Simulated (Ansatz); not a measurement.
## Ti started on a C site in diamond, 64 atoms, charge 0

All numbers come from Ansatz (PAW, plane waves, no spin–orbit coupling) at the single k point (¼, ¼, ¼) without its symmetry partners. The atoms were relaxed with PBEsol in a fixed cell; other functionals are single points on those atoms unless said otherwise. The valence top and gap of the host come from its small cell on a dense mesh, with the band extrema sought between the mesh points, lined up by the mean potential, PBEsol gap 4.03 eV, r²SCAN gap 4.37 eV.

Cell: a = 7.108 Å, b = 7.108 Å, c = 7.108 Å, α = 90.00°, β = 90.00°, γ = 90.00°.

Nearest atoms after relaxation, from the placed atom (for vacancies from the middle of the vacant sites): C at 1.79 Å, C at 1.79 Å, C at 1.79 Å, C at 2.08 Å, C at 2.17 Å, C at 2.17 Å, C at 2.17 Å, C at 2.50 Å.

Chemical potentials μ are those of reference phases of the elements at zero temperature by the same functional (the usual solids, diamond for C, grey Sn, and the molecules H2, N2, O2, F2, Cl2, Br2 and S8).

```
functional  E(defect) − E(host) − Σ nμ + q·E_VBM (eV)  monopole (eV)  alignment (eV)  formation energy at E_F = VBM (eV)  moment (μB)                         wall time, shared host
    PBEsol                                       8.74           0.00            0.00                                8.74          0.0  47 s on 7 threads of Neoverse-V2 (relaxation)
    r²SCAN                                       9.03           0.00            0.00                                9.03          0.0               40 s on 7 threads of Neoverse-V2
```

r²SCAN one-electron levels near the gap (the ten most localised at most), from the host's valence top:

```tsv
level (eV)	spin	filling	atoms sharing it	element of the atom with most weight
0.25	up	1.00	10.2	Ti
0.25	up	1.00	10.2	Ti
0.25	down	1.00	10.2	Ti
0.25	down	1.00	10.2	Ti
4.40	up	0.00	2.5	Ti
4.40	up	0.00	2.5	Ti
4.40	down	0.00	2.5	Ti
4.40	down	0.00	2.5	Ti
```

One k point and a cell of this size can leave errors of several tenths of an eV in such numbers.

Placing Ti on a carbon site in diamond is very costly, with formation energies of 8.74 eV in PBEsol and 9.03 eV in r²SCAN. The main reason is probably size: the three shortest Ti–C distances, 1.79 Å, are well below those in titanium carbide, so the stiff carbon network holds the metal under strong compression. The fourth carbon, at 2.08 Å, suggests that Ti has shifted off the ideal site. Because the carbide is more stable than Ti metal plus diamond, equilibrium with it would lower the titanium chemical potential and raise the cost further.

The zero moment fits simple electron counting. Ti, from group 4, has as many valence electrons as the carbon it replaces; all can enter bonds to the neighbours, leaving the nonbonding d shell empty. The filled Ti-weighted levels lie too close to the valence top, and the empty ones at 4.40 eV just beyond the r²SCAN gap, to establish that neutral Ti introduces deep gap states.
